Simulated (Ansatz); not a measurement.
# Random fluorite-type (Ti, Sn, Zr)O2 solid solution (96 atoms) under strain: runs compared

How stiff is random fluorite-type (Ti, Sn, Zr)O2 solid solution (96 atoms), and how do its levels respond to strain?

Computed with Ansatz 0.2.0: Kohn-Sham DFT, revPBE, PAW (set soft_2), plane waves.

## Step 1: The cell as built

The cell holds 96 atoms: 12 Zr, 64 O, 12 Ti and 8 Sn. Its edges and angles: a = 9.966 Å, b = 9.966 Å, c = 9.966 Å, α = 90.0°, β = 90.0°, γ = 90.0°. It derives from TiO2 and ZrO2 and SnO2. Fluorite-type lattice (a = 4.983 Å, the mean of the end members), 2 x 2 x 2 cells, metal sites filled at random with 12 Ti, 8 Sn, 12 Zr; every coordinate displaced by a Gaussian of 0.05 Å.

Limits known from the start: The Brillouin zone is sampled at Γ only.

## Step 2: The reference run

The reference is a single point at the end of the relaxation.

Every strained cell starts from the geometry of this run, and its atoms are relaxed with the cell held.

Its input, with most atom lines left out:

```yaml
crystal:
  lattice:
    - [10.3301, 0.00423, -0.02891]
    - [0.00423, 11.55273, 0.01933]
    - [-0.02891, 0.01933, 9.6564]
  atoms:
    - { symbol: Zr, position: [0.00012, 0.97577, 0.9958] }
    - { symbol: O, position: [0.15652, 0.18088, 0.13245] }
    - { symbol: O, position: [0.33211, 0.43554, 0.38005] }
    - { symbol: Ti, position: [0.00064, 0.21651, 0.24323] }
    - { symbol: O, position: [0.08095, 0.31399, 0.37653] }
    - { symbol: O, position: [0.41946, 0.07396, 0.13288] }
    - { symbol: Zr, position: [0.2552, 0.03479, 0.24378] }
    [... atom lines 8 to 96 left out ...]
kpoints:
  mp_grid: { grid: [1, 1, 1] }
hamiltonian:
  xc: revpbe
scf:
  occupations: { method: gaussian, width: 0.05 }
output:
  forces: true
  stress: true
  populations: intrinsic
  dos:
    method: { smearing: { sigma: 0.1 } }
    de: 0.1
    projected: { site_lists: { O: [O], Sn: [Sn], Ti: [Ti], Zr: [Zr] } }
  eigenvalues: true
  write_density: true
  write_potential: true
  volumetric_format: npy
  elf: true
```

* free energy per atom: -1719.2069 eV/atom
* r.m.s. force component: 0.00486 eV/Å
* pressure: -0.01006 GPa

Filled and empty levels are parted by 2.66 eV at Γ alone; the mesh holds the band edges only if they fold onto it, so the gap at this level can be narrower or closed, while semilocal functionals tend to narrow gaps against experiment.

## Step 3: The runs

Each row is one run, on 4 threads of Arm Neoverse V2, shared host. The free energy is the program's total, comparable only between runs with the same functional, potentials and atoms.

```
                                 run  atoms    outcome  ionic steps, all passes  free energy (eV)     time  host memory (GiB)
           Single point at the start     96  converged                        -       -165012.887     16 s                1.7
              Cell and atoms relaxed     96  converged                       34       -165043.861  9.6 min                2.0
Single point at the relaxed geometry     96  converged                        -       -165043.861     25 s                1.9
                         Volume -3 %     96  converged                        7       -165043.307    2 min                1.9
                         Volume +3 %     96  converged                       14       -165043.415  4.1 min                2.0
                         Volume -6 %     96  converged                        8       -165041.582  2.3 min                1.8
                         Volume +6 %     96  converged                       13       -165042.205    4 min                2.1
                        Volume -10 %     96  converged                       12       -165037.280  3.2 min                1.8
            Stretched by 1 % along x     96  converged                        5       -165043.761     88 s                2.0
           Compressed by 1 % along x     96  converged                        6       -165043.758  1.8 min                1.9
                Sheared by 2 % in xy     96  converged                        8       -165043.781  2.3 min                1.9
```

In some runs the program notes that the SCF threshold is loose for the stress.

## Step 4: Pressure against volume

Atoms are relaxed at each volume, in the scaled cell.

```
volume change (%)  volume (Å³/atom)  energy change (meV/atom)  pressure (GPa)  largest move on relaxing (Å)  bonds  gap (eV)
              -10            10.804                     68.55           19.35                          0.40    199                3.04
               -6            11.284                     23.73           10.89                          0.19    193                2.89
               -3            11.644                      5.77            5.16                          0.08    192                2.77
               +0            12.004                      0.00           -0.01                             -    192                2.66
               +3            12.364                      4.64           -3.97                          0.27    192                2.58
               +6            12.724                     17.25           -7.12                          0.39    192                2.50
```

## Step 5: Uniaxial strain and shear

Stress (GPa, compression positive) less that of the relaxed cell, atoms relaxed:

```
                   strain      xx      yy      zz      xy  energy change (meV/atom)
 stretched by 1 % along x  -2.628  -0.861  -1.298   0.008                      1.04
compressed by 1 % along x   2.734   0.887   1.406   0.038                      1.06
     sheared by 2 % in xy   0.087   0.066   0.121  -0.988                      0.83
```

## Step 6: What came out

The bulk modulus, from the slope of pressure against ln V over the three points nearest the relaxed volume, is 152 GPa; a quadratic over all points gives a pressure derivative of about 4.5. The count of bonds runs from 192 to 199 over the series, so at some points contacts cross the cutoffs. The gap goes from 3.04 eV at the smallest volume to 2.50 eV at the largest, -3.3 eV per unit of ln V by a straight line, on the run's k-points. In the Cartesian axes of the cell, finite differences give C11 = 268, C12 = 87.4, C13 = 135 and C66 = 49.4 GPa (the shear of 2 % is the engineering strain, εxy = 0.01).

Caveats: Strains are finite and relaxations stop at the force tolerance of the input, which can leave moduli too stiff; they are those of a static cell at zero temperature. Volumes are changed with the cell's shape held, so in an anisotropic solid the modulus lies over the one under free hydrostatic load. The program notes that the SCF threshold of the relaxations is loose for the stress. The host structure and its lattice constant were typed by rule, without a check against the phase diagram. The cell edges changed by +4, +16 and -3 % with the Γ point alone; in so small a cell a change of shape can follow the discrete levels, so shape, energy gain and any gap at the end may be artefacts of the sampling. The title names the fluorite type, whose metal atoms have 8 neighbours, but here they have 6.0 on average by the page's cutoffs, so the cell has left that structure.

The DFT runs together took 32 min of wall time.

[Logs are printed without paths, hosts, clocks, repeated set-up lines and the standing remarks that a program may print on its own settings, such as how far it seeks lower states.]

[Hosts, paths, dates, database ids (printed as entryN), source tags and the programs' standing remarks are cut or masked in the printed files.]
